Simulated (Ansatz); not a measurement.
**MoS2: how well frozen cores do, part 1 of 2**

Aim: solve MoS2 at one geometry with LAPW, all electrons, PAW on the default files and all-electron PAW on datasets made for the crystal, and see where they agree.

Computed with Ansatz 0.2.0 (DFT PBE, scalar-relativistic, unless a step's input says otherwise).

## (1) Starting point

It takes space group R3m (No. 160, trigonal). The conventional cell has a = 3.163 Å, b = 3.163 Å, c = 18.370 Å, α = 90.00°, β = 90.00°, γ = 120.00°. Around Mo (site symmetry 3m) lie 6 S at 2.36 Å. S (site symmetry 3m) is surrounded by 3 Mo at 2.36 Å.

Coordinates:

```xyz
3
Lattice="1.5815 0.9131 6.1233 -1.5815 0.9131 6.1233 0.0000 -1.8262 6.1233" Properties=species:S:1:pos:R:3 pbc="T T T"
Mo    0.0000    0.0000    0.0000
S     0.0000    0.0000   13.7481
S     0.0000    0.0000   10.7446
```

The geometry is a database entry used as it stands. It may stem from high pressure or temperature, or be incomplete, so it serves as a test cell.

Atoms are numbered in the order of the input: Mo1, S2, S3.

## (2) LAPW, all electrons

Input file input.yaml:

```yaml
crystal:
  lattice:
    - [1.5815003568, 0.9130796567, 6.12333]
    - [-1.5815003568, 0.9130796567, 6.12333]
    - [0.0, -1.8261593134, 6.12333]
  atoms:
    - { symbol: Mo, position: [0.0, 0.0, 0.0] }
    - { symbol: S, position: [0.7484, 0.7484, 0.7484] }
    - { symbol: S, position: [0.5849, 0.5849, 0.5849] }
kpoints:
  mp_grid: { grid: [15, 15, 15] }
  band_path:
    path:
      - [0.0, 0.0, 0.0]
      - [0.5, 0.5, 0.5]
      - [0.8185098338, 0.1814901662, 0.5]
      - [0.5, -0.1814901662, 0.1814901662]
      - [0.5, 0.0, 0.0]
      - [0.0, 0.0, 0.0]
      - [0.3407450831, -0.3407450831, 0.0]
      - [0.6592549169, 0.0, 0.3407450831]
      - [0.5, 0.0, 0.5]
    npoints: 8
scf:
  occupations: { method: fermi_dirac, width: 0.05 }
hamiltonian:
  xc: pbe
  pseudopotentials: { kind: all_electron, lapw: { basis_error: 0.001 } }
output:
  forces: true
  stress: true
  eigenvalues: true
  fatbands: true
  populations: true
  dos: { projected: true, de: 0.2, e_range: [-14, 8] }
```

The program printed:

```text
Mo: projections on atomic orbitals take those of the free atom 1s2 2s2 2p6 3s2 3p6 3d10 4s2 4p6 4d5 5s1, of charge +0.00 (hamiltonian.pseudopotentials.projection_atoms)
S: projections on atomic orbitals take those of the free atom 1s2 2s2 2p6 3s2 3p4, of charge +0.00 (hamiltonian.pseudopotentials.projection_atoms)
LAPW: plane waves up to 8.452 Å⁻¹, error target 1.0e-3 eV per atom; small_component_spin mean_spin; S in spheres of 1.051 Å, 14 of its electrons in bands, Dirac shells []; Mo in spheres of 1.314 Å, 30 of its electrons in bands, Dirac shells []
Engine: ansatz 0.2.0
Pseudopotentials: kind: all_electron
Pseudopotential: Mo, LAPW, valence charge 30, Koelling and Harmon's equation, gaussian nucleus
Pseudopotential: S, LAPW, valence charge 14, Koelling and Harmon's equation, gaussian nucleus
Functional definition: PBE
  parameter kappa = 0.804
  parameter beta = 0.06672455060314922
  exchange = pbe_x(kappa = kappa, mu = beta*pi^2/3)
  correlation = pbe_c(beta = beta)
Crystal: 3 atoms, lattice volume = 53.054 Å³
Basis set: ecut = 272.1809322962753 eV, 563 PW (Γ), FFT grids on a1−a3, a2−a3, a3, exchange–correlation at level 2
Bands: 35, of which v1, the nominal top of the filled ones, is band 29 counted from 1 (28 counted from 0)
Symmetry: 6 space group operations
Space group: R3m (ITA 160), of the structure as read, at distance tolerance 3.8e-5 Å
k-points: 344 of 3375 (time reversal used)
Non-local potential: Mo, projectors of the file, none
Non-local potential: S, projectors of the file, none
Initial density: superposition of atomic densities (chi_scale 0.1, normalization cell, long waves kept (reshape's long-wave potential 0.14 eV rms))
Initial wavefunctions: plane waves of lowest kinetic energy (no species holds an atomic orbital)
Functional: x = pbe(κ = 0.804, μ = 0.2195149727645171), c = pbe(β = 0.06672455060314922)
iter 1 solved again at ethr=5.20e-3 eV; its pass at ethr=1.00e-1 eV (dr2=3.02e0 eV) is discarded
SCF iter   1: F=—  HF=-131907.078327 eV  |F-HF|=—  |Δ(HF+E_count)|=         —  Δρ=6.57e-2  dr2=3.02e0  ethr=5.20e-3  ⟨swp⟩=2.0  Hψ=80520  notcnv=0
preconditioner: auto → Resta (q_TF=auto, 2.769 Å⁻¹)  ε∞=5.2  [insulator: Δε(μ)=0.859 eV  Ē_g=10.597 eV  σ=0.050 eV  W_gap=1.00  n_scr=22 (ndim 8)  ℏωp=21.6 eV  f_vac=0.110  D(μ)=0.00/eV (n_scr^D=0)  ε∞_Penn≈5.2]
SCF iter   2: F=—  HF=-131906.260239 eV  |F-HF|=—  |Δ(HF+E_count)|=   8.18e-1  Δρ=3.49e-2  dr2=2.42e0  ethr=5.20e-3  ⟨swp⟩=3.0  Hψ=36336  notcnv=0
SCF iter   3: F=—  HF=-131905.797280 eV  |F-HF|=—  |Δ(HF+E_count)|=   4.63e-1  Δρ=1.87e-2  dr2=2.56e-1  ethr=4.17e-3  ⟨swp⟩=2.0  Hψ=32339  notcnv=0
SCF iter   4: F=—  HF=-131905.740004 eV  |F-HF|=—  |Δ(HF+E_count)|=         —  Δρ=4.09e-3  dr2=2.77e-2  ethr=4.41e-4  ⟨swp⟩=3.0  Hψ=36927  notcnv=0
the basis was enlarged: its passes take 403.7 KiB over the memory plan, 1 of 1 planned eigensolver slots
SCF iter   5: F=—  HF=-131905.735845 eV  |F-HF|=—  |Δ(HF+E_count)|=   4.16e-3  Δρ=2.36e-3  dr2=6.21e-3  ethr=4.78e-5  ⟨swp⟩=2.0  Hψ=35742  notcnv=0
SCF iter   6: F=—  HF=-131905.735056 eV  |F-HF|=—  |Δ(HF+E_count)|=   7.89e-4  Δρ=8.70e-4  dr2=7.38e-4  ethr=1.07e-5  ⟨swp⟩=2.0  Hψ=33715  notcnv=0
iter 7 solved again at ethr=5.16e-8 eV; its pass at ethr=1.27e-6 eV (dr2=2.99e-5 eV) is discarded
SCF iter   7: F=—  HF=-131905.735078 eV  |F-HF|=—  |Δ(HF+E_count)|=   2.21e-5  Δρ=1.33e-4  dr2=2.99e-5  ethr=5.16e-8  ⟨swp⟩=2.0  Hψ=58490  notcnv=0
SCF iter   8: F=—  HF=-131905.735098 eV  |F-HF|=—  |Δ(HF+E_count)|=   2.03e-5  Δρ=8.18e-5  dr2=9.08e-6  ethr=5.15e-8  ⟨swp⟩=3.0  Hψ=35331  notcnv=0
SCF iter   9: F=—  HF=-131905.735100 eV  |F-HF|=—  |Δ(HF+E_count)|=   1.71e-6  Δρ=1.57e-5  dr2=2.26e-7  ethr=1.56e-8  ⟨swp⟩=3.0  Hψ=35046  notcnv=0
SCF iter  10: F=-131905.735100 eV  HF=-131905.735100 eV  |F-HF|=3.38e-9  |Δ(HF+E_count)|=   7.85e-8  Δρ=4.65e-6  dr2=1.57e-8  ethr=3.90e-10  ⟨swp⟩=3.0  Hψ=35616  notcnv=0
SCF 1 converged in 10 iterations: F = -131905.735100 eV  dr2 = 1.57e-8
NSCF: frozen V_eff on 65 k-points
SCF converged after 10 iterations
Free energy (F): -131905.735100 eV
Harris-Foulkes:  -131905.735100 eV  (|F-HF|=3.38e-9)
Internal energy: -131905.735092 eV  (E = F + TS)
E sigma→0 (E₀):  -131905.735096 eV
Entropy (-TS):   -0.000008 eV (-0.003 meV/atom)
Fermi energy:    12.860750 eV
--- Per-component energies (eV) ---
  E_band       = -6795.292627
  E_kinetic    = 136008.759284
  E_xc         = -4769.252942
  E_electrostatic = -263145.241433  (all electrons and nuclei)
  E_smearing   = -0.000008  (= −TS)
  E_closure    = 0.000000  (closes the sum)
  E_atoms      = -131884.088107  (free atoms, spherical and without spin; not in F)
  Σ components = -131905.735100   (vs F -131905.735100, Δ=0.00e0)
  Basis errors (estimates in eV, not in F): energy 4.8e-4 per atom: plane waves 4.3e-4 (2.5e-4 summed), levels above the bands 2.3e-64, relativity 2.9e-8, radial functions 4.8e-5, core shells 4.9e-7; eigenvalues (radial functions only) 1.0e-6; not estimated: angular momenta, meshes, grids; target (lapw.basis_error) 1.0e-3; muffin-tin radii S 1.051 Å, Mo 1.314 Å
--- Forces (eV/Å), atoms counted from 1 ---
  atom   1  Mo     0.00000000     0.00000000    -0.00259880
  atom   2  S      0.00000000    -0.00000000     1.29259773
  atom   3  S     -0.00000000     0.00000000    -1.29003710
  max |Σ_I F_I| component: 3.82e-5 eV/Å
--- Stress (GPa, compression-positive) ---
        6.953618       0.000000       0.000000
        0.000000       6.953618      -0.000000
        0.000000      -0.000000      13.959882
  P = ⅓ Tr σ = 9.2890 GPa (92.890 kbar)
--- Band table (eV; the first three rows and the last of 344) ---
  k-point 0: bands = ["-363.9042", "-363.8871", "-363.8871", "-205.7851", "-205.7851", "-205.7733", "-205.7660", "-205.7660", "-193.5464", "-193.5417", "-138.3381", "-138.3381", "-138.3338", "-138.3338", "-138.2832", "-138.2776", "-49.1145", "-23.2856", "-23.0694", "-23.0694", "-2.7848", "-0.9459", "5.3603", "8.7280", "8.7280", "9.9290", "9.9290", "11.2593", "11.4235", "14.4861", "14.4861", "15.0034", "15.0034", "17.8522", "20.5798"]
  k-point 1: bands = ["-363.9042", "-363.8871", "-363.8871", "-205.7851", "-205.7851", "-205.7733", "-205.7660", "-205.7660", "-193.5464", "-193.5417", "-138.3381", "-138.3381", "-138.3338", "-138.3338", "-138.2832", "-138.2776", "-49.1127", "-23.2819", "-23.0879", "-23.0736", "-2.7146", "-0.9277", "5.4395", "8.5846", "8.8022", "9.6887", "9.8181", "11.2921", "11.4893", "14.4318", "14.6125", "14.7690", "14.9243", "18.1805", "20.8340"]
  k-point 2: bands = ["-363.9042", "-363.8871", "-363.8871", "-205.7851", "-205.7851", "-205.7733", "-205.7660", "-205.7660", "-193.5464", "-193.5417", "-138.3381", "-138.3381", "-138.3339", "-138.3338", "-138.2832", "-138.2776", "-49.1075", "-23.2715", "-23.1400", "-23.0853", "-2.5109", "-0.8748", "5.6555", "8.2265", "9.0162", "9.1779", "9.5360", "11.2573", "11.5057", "14.2757", "14.4565", "14.7077", "14.9430", "18.9893", "20.9114"]
  k-point 343: bands = ["-363.9042", "-363.8871", "-363.8871", "-205.7851", "-205.7851", "-205.7733", "-205.7660", "-205.7660", "-193.5464", "-193.5417", "-138.3381", "-138.3381", "-138.3338", "-138.3338", "-138.2832", "-138.2776", "-49.1127", "-23.2820", "-23.0879", "-23.0736", "-2.5046", "-1.2988", "6.3473", "8.5715", "8.7889", "8.8781", "9.8434", "10.1085", "12.4476", "14.4698", "14.6909", "14.8100", "14.8218", "18.2082", "21.3062"]
--- Löwdin populations: 3 sites ---
  site symbol       q [e]
     0     Mo     41.6951
     1      S     16.0497
     2      S     16.0528
  spilling = 0.002735 (of n_electrons = 74.000000)
```

It took 5.7 min on 1 thread, shared host.

Read from it: pressure 9.29 GPa; gap 0.65 eV, indirect from T to S0–S2; largest force 1.293 eV/Å.

At the corners of the path (eV, zero at the valence-band top):

```csv
point,band 26,band 27,band 28,band 29,band 30,band 31,band 32
Γ,-2.66,-2.66,-1.33,-1.17,1.90,1.90,2.41
T,-3.49,-2.64,-2.64,0.00,1.98,1.98,2.29
H2,-4.63,-3.90,-2.89,-1.00,0.69,2.33,2.97
H0,-4.63,-3.90,-2.89,-1.00,0.69,2.33,2.97
L,-4.38,-2.40,-1.96,-1.63,1.38,1.88,3.40
Γ,-2.66,-2.66,-1.33,-1.17,1.90,1.90,2.41
S0,-4.64,-3.83,-2.94,-0.98,0.66,2.34,2.96
S2,-4.64,-3.83,-2.94,-0.98,0.66,2.34,2.96
F,-4.31,-2.94,-2.11,-1.48,1.34,1.98,2.96
```

States per cell, counted by energy window (eV from the valence-band top, on a grid of 0.20 eV):

```csv
from,to,total,S 3p,Mo 4d
-10,-9,0.00,0.00,0.00
-9,-8,0.00,0.00,0.00
-8,-7,0.02,0.01,0.01
-7,-6,2.22,1.34,0.71
-6,-5,1.56,1.01,0.44
-5,-4,3.30,1.97,1.05
-4,-3,2.00,1.17,0.76
-3,-2,2.48,1.90,0.46
-2,-1,2.20,0.87,1.23
-1,0,0.22,0.09,0.11
0,1,0.11,0.02,0.08
1,2,3.23,0.97,2.05
2,3,2.70,1.07,1.37
3,4,1.69,0.76,0.76
4,5,0.27,0.09,0.14
```

(Continued in part 2 of 2.)
